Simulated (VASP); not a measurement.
VASP 6.6.1 run: BN

INCAR

```
ISIF = 2
NSW = 0
NBANDS = 11
IBRION = -1
EDIFF = 1E-7
LASPH = .TRUE.
LWAVE = .FALSE.
NELM = 85
METAGGA = SCAN
LREAL = .FALSE.
LCHARG = .FALSE.
ISMEAR = -1
ENCUT = 500
PREC = Accurate
SIGMA = 0.02
```

KPOINTS

```
KPOINTS created by Atomic Simulation Environment
0
Gamma
12 12 12
0 0 0
```

POSCAR

```
B  N
 1.0000000000000000
    -0.0554560606000000    1.8215624230000000    1.8215624230000000
     1.8215624230000000   -0.0554560606000000    1.8215624230000000
     1.8215624230000000    1.8215624230000000   -0.0554560606000000
 B   N
   1   1
Cartesian
  0.0003668791073425  0.0003668791073425  0.0003668791073425
  0.8965503172426574  0.8965503172426574  0.8965503172426574
```

The recommended PBE PAW datasets give the neutral cell 8 valence electrons.

Command

```
mpirun -np 1 vasp_std
```

OSZICAR

```
N       E                     dE             d eps       ncg     rms          rms(c)
DAV:   1     0.492443742977E+01    0.49244E+01   -0.50379E+03  4278   0.717E+02
DAV:   2    -0.223334667637E+02   -0.27258E+02   -0.26531E+02  5077   0.159E+02
DAV:   3    -0.228260956697E+02   -0.49263E+00   -0.49181E+00  4920   0.185E+01
DAV:   4    -0.228267141910E+02   -0.61852E-03   -0.61851E-03  4428   0.744E-01
DAV:   5    -0.228267148648E+02   -0.67380E-06   -0.67380E-06  4821   0.238E-02    0.626E+00
DAV:   6    -0.193528784439E+02    0.34738E+01   -0.21332E+00  4164   0.841E+00    0.335E+00
DAV:   7    -0.194076786805E+02   -0.54800E-01   -0.28536E-01  4170   0.406E+00    0.186E+00
DAV:   8    -0.194257126536E+02   -0.18034E-01   -0.78905E-02  4491   0.182E+00    0.275E-01
DAV:   9    -0.194239777871E+02    0.17349E-02   -0.13234E-02  4767   0.721E-01    0.977E-02
DAV:  10    -0.194241153701E+02   -0.13758E-03   -0.59696E-04  4521   0.230E-01    0.521E-02
DAV:  11    -0.194240821966E+02    0.33174E-04   -0.14866E-04  4695   0.727E-02    0.794E-03
DAV:  12    -0.194240824149E+02   -0.21829E-06   -0.37116E-06  4494   0.196E-02    0.261E-03
DAV:  13    -0.194240818534E+02    0.56146E-06   -0.61199E-07  4509   0.518E-03    0.135E-03
DAV:  14    -0.194240819814E+02   -0.12797E-06   -0.29512E-08  2127   0.156E-03    0.348E-04
DAV:  15    -0.194240820434E+02   -0.62008E-07   -0.98146E-09  2100   0.801E-04
   1 F= -.19424082E+02 E0= -.19424082E+02  d E =-.293335E-13
```

From OUTCAR

```
k-points           NKPTS =    189   k-points in BZ     NKDIM =    189   number of bands    NBANDS=     11

   NELECT =       8.0000    total number of electrons

   dimension x,y,z NGX =    20 NGY =   20 NGZ =   20
   dimension x,y,z NGXF=    40 NGYF=   40 NGZF=   40

  energy-cutoff  :      500.00
  volume of cell :       12.64
      direct lattice vectors                 reciprocal lattice vectors
    -0.055456061  1.821562423  1.821562423    -0.262262359  0.270497445  0.270497445
     1.821562423 -0.055456061  1.821562423     0.270497445 -0.262262359  0.270497445
     1.821562423  1.821562423 -0.055456061     0.270497445  0.270497445 -0.262262359

 k-points in reciprocal lattice and weights: KPOINTS created by Atomic Simulation Env
   0.00000000  0.00000000  0.00000000       0.001
   0.08333333  0.00000000  0.00000000       0.003
   0.16666667  0.00000000  0.00000000       0.003
   0.25000000  0.00000000  0.00000000       0.003
   0.33333333  0.00000000  0.00000000       0.003
   0.41666667 -0.00000000 -0.00000000       0.003
   0.50000000  0.00000000  0.00000000       0.002
   0.08333333  0.08333333  0.00000000       0.003
   ...

 E-fermi :   6.9091

 k-point     1 :       0.0000    0.0000    0.0000
  band No.  band energies     occupation
      1     -14.1754      2.00000
      2       6.3603      2.00000
      3       6.3603      2.00000
      4       6.4340      2.00000
      5      15.1556      0.00000
      6      15.1556      0.00000
      7      15.2455      0.00000
      8      17.4040      0.00000
      9      31.1778      0.00000
     10      34.4452      0.00000
     11      34.4452      0.00000

 k-point     2 :       0.0833    0.0000    0.0000
  band No.  band energies     occupation
      1     -14.0142      2.00000
      2       5.4073      2.00000
      3       6.2064      2.00000
      4       6.2635      2.00000
      5      15.2806      0.00000
      6      15.4106      0.00000
      7      15.9364      0.00000
      8      17.6763      0.00000
      9      31.0690      0.00000
     10      32.2189      0.00000
     11      32.8514      0.00000

 k-point     3 :       0.1667    0.0000    0.0000
  band No.  band energies     occupation
      1     -13.5382      2.00000
      2       3.2686      2.00000
      3       5.8288      2.00000
      4       5.8476      2.00000
      5      15.6086      0.00000
      6      16.0176      0.00000
      7      17.0111      0.00000
      8      18.6190      0.00000
      9      30.5927      0.00000
     10      30.6188      0.00000
     11      31.6686      0.00000

 k-point     4 :       0.2500    0.0000    0.0000
  band No.  band energies     occupation
      1     -12.7762      2.00000
      2       0.8175      2.00000
      3       5.3565      2.00000
      4       5.3887      2.00000
      5      15.9231      0.00000
      6      16.6316      0.00000
      7      17.7020      0.00000
      8      19.9522      0.00000
      9      30.0479      0.00000
     10      30.1779      0.00000
     11      31.3694      0.00000

 k-point     5 :       0.3333    0.0000    0.0000
  band No.  band energies     occupation
      1     -11.8020      2.00000
      2      -1.5032      2.00000
      3       4.9296      2.00000
      4       5.0116      2.00000
      5      16.1456      0.00000
      6      16.9898      0.00000
      7      18.0552      0.00000
      8      21.0636      0.00000
      9      30.0012      0.00000
     10      30.6471      0.00000
     11      32.0823      0.00000

 ...

  Total       -1.9741763     -1.9741763     -1.9741763      0.9420740      0.9420740      0.9420740
  in kB     -250.2344302   -250.2344302   -250.2344302    119.4115067    119.4115067    119.4115067
  external PRESSURE =    -250.2344302 kB  Pullay stress =       0.0000000 kB

 POSITION                                       TOTAL-FORCE (eV/Angst)
 -----------------------------------------------------------------------------------
      0.00037      0.00037      0.00037         0.000427      0.000427      0.000427
      0.89655      0.89655      0.89655        -0.000427     -0.000427     -0.000427
 -----------------------------------------------------------------------------------
    total drift:                                0.001321      0.001321      0.001321

  FREE ENERGIE OF THE ION-ELECTRON SYSTEM (eV)
  ---------------------------------------------------
  free  energy   TOTEN  =       -19.4240820434 eV

  energy  without entropy=      -19.4240820434  energy(sigma->0) =      -19.42408204
```

It converged. Results: gap between bands v and c on the k mesh 4.77 eV; least direct gap on the k mesh 8.72 eV; pressure -25.0 GPa. Band v is the last that the valence electrons fill when counted band by band, and c is the next.

For comparison, a separate PBE run of the intended cell, on usual settings and not on those above, gives a gap of 4.29 eV on its mesh and a pressure of -18.9 GPa.

The run above took about 76 s on one core of a shared host (Intel Xeon Platinum 8488C) and held 0.14 GiB at most.
